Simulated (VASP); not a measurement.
Input of a VASP 6.6.1 run:

The input POSCAR:

```
SnTe
1.0
    0.0000000000      3.1508500000      3.1508500000
    3.1508500000      0.0000000000      3.1508500000
    3.1508500000      3.1508500000      0.0000000000
Te Sn
1 1
Direct
    0.5000000000      0.5000000000      0.5000000000
    0.0000000000      0.0000000000      0.0000000000
```

The input INCAR.step1:

```
SYSTEM = SnTe
PREC = Accurate ; ENCUT = 520
EDIFF = 1E-5 ; ISMEAR = 0
SIGMA = 0.02 ; LREAL = .FALSE.
LASPH = .TRUE. ; NELM = 100
ALGO = Normal ; ISIF = 2
LWAVE = .TRUE. ; LCHARG = .FALSE.
NBANDS = 17 ; GGA = PE
KPAR = 4
```

The input INCAR.step2:

```
SYSTEM = SnTe
PREC = Accurate ; ENCUT = 520
EDIFF = 1E-6 ; ISMEAR = 0
SIGMA = 0.02 ; LREAL = .FALSE.
LASPH = .TRUE. ; NELM = 100
ALGO = Normal ; ISIF = 2
LWAVE = .FALSE. ; LCHARG = .FALSE.
GGA = PE ; LHFCALC = .TRUE.
HFSCREEN = 0.3 ; PRECFOCK = Fast
NBANDS = 17 ; ISTART = 1
KPAR = 4
```

The input KPOINTS:

```
Automatic mesh
0
G
  6 6 6
  0 0 0
```

KPOINTS_OPT

```
path GXWKGLUWLK,UX
10
line-mode
reciprocal
 0.0000000000  0.0000000000  0.0000000000  G
 0.5000000000  0.0000000000  0.5000000000  X

 0.5000000000  0.0000000000  0.5000000000  X
 0.5000000000  0.2500000000  0.7500000000  W

 0.5000000000  0.2500000000  0.7500000000  W
 0.3750000000  0.3750000000  0.7500000000  K

 0.3750000000  0.3750000000  0.7500000000  K
 0.0000000000  0.0000000000  0.0000000000  G

 0.0000000000  0.0000000000  0.0000000000  G
 0.5000000000  0.5000000000  0.5000000000  L

 0.5000000000  0.5000000000  0.5000000000  L
 0.6250000000  0.2500000000  0.6250000000  U

 0.6250000000  0.2500000000  0.6250000000  U
 0.5000000000  0.2500000000  0.7500000000  W

 0.5000000000  0.2500000000  0.7500000000  W
 0.5000000000  0.5000000000  0.5000000000  L

 0.5000000000  0.5000000000  0.5000000000  L
 0.3750000000  0.3750000000  0.7500000000  K

 0.6250000000  0.2500000000  0.6250000000  U
 0.5000000000  0.0000000000  0.5000000000  X
```

Potentials or basis: VASP PAW PBE potentials, release 64 (Te, Sn_d).

Run with:

```console
$ cat potpaw_PBE.64/Te/POTCAR potpaw_PBE.64/Sn_d/POTCAR > POTCAR
$ cp INCAR.step1 INCAR
$ mpirun -np 4 vasp_std > vasp.out
$ cp INCAR.step2 INCAR
$ mpirun -np 4 vasp_std > vasp.out
```

**Question.** Predict the band gap along the path.

**Answer.** 0.02 eV, direct.

**Question.** What does it give for the band gap on the k mesh?

**Answer.** 0.02 eV, direct.

**Question.** Estimate the pressure.

**Answer.** 1.0 GPa.

Levels at the corners of the path, in eV from the valence-band top:
```tsv
point	band 6	band 7	band 8	band 9	band 10	band 11	band 12	band 13	band 14	band 15
Γ	-14.19	-5.10	-2.58	-2.58	-2.58	3.65	3.65	3.65	4.94	4.94
X	-12.41	-7.12	-6.31	-4.31	-4.31	2.22	5.34	5.34	6.90	9.38
X	-12.41	-7.12	-6.31	-4.31	-4.31	2.22	5.34	5.34	6.90	9.38
W	-12.31	-8.17	-5.49	-5.49	-1.09	0.90	4.85	4.85	6.51	6.51
W	-12.31	-8.17	-5.49	-5.49	-1.09	0.90	4.85	4.85	6.51	6.51
K	-12.37	-8.24	-5.87	-3.77	-3.10	3.22	3.26	4.42	5.97	8.51
K	-12.37	-8.24	-5.87	-3.77	-3.10	3.22	3.26	4.42	5.97	8.51
Γ	-14.19	-5.10	-2.58	-2.58	-2.58	3.65	3.65	3.65	4.94	4.94
Γ	-14.19	-5.10	-2.58	-2.58	-2.58	3.65	3.65	3.65	4.94	4.94
L	-12.75	-9.28	-2.23	-2.23	0.00	0.02	0.37	0.37	8.17	9.18
L	-12.75	-9.28	-2.23	-2.23	0.00	0.02	0.37	0.37	8.17	9.18
U	-12.37	-8.24	-5.87	-3.77	-3.10	3.22	3.26	4.42	5.97	8.51
U	-12.37	-8.24	-5.87	-3.77	-3.10	3.22	3.26	4.42	5.97	8.51
W	-12.31	-8.17	-5.49	-5.49	-1.09	0.90	4.85	4.85	6.51	6.51
W	-12.31	-8.17	-5.49	-5.49	-1.09	0.90	4.85	4.85	6.51	6.51
L	-12.75	-9.28	-2.23	-2.23	0.00	0.02	0.37	0.37	8.17	9.18
L	-12.75	-9.28	-2.23	-2.23	0.00	0.02	0.37	0.37	8.17	9.18
K	-12.37	-8.24	-5.87	-3.77	-3.10	3.22	3.26	4.42	5.97	8.51
U	-12.37	-8.24	-5.87	-3.77	-3.10	3.22	3.26	4.42	5.97	8.51
X	-12.41	-7.12	-6.31	-4.31	-4.31	2.22	5.34	5.34	6.90	9.38
```

Caveat: the PAW data sets were made with another functional, which shifts forces and pressure a little; spin-orbit coupling is left out, which moves the levels of the heavy elements.

**Measured values to compare with.**

A printed reference work, textbook reports, for a bulk crystal of SnTe at 300 K: band gap 0.18 eV (direct).

Measured gap of SnTe: 0.18 eV (direct; 300 K; a printed reference work, textbook). This calculation gives 0.02 eV (-0.16 eV). Spin-orbit coupling on Sn, Te is left out. The value is that of HSE03, without temperature or zero-point motion.
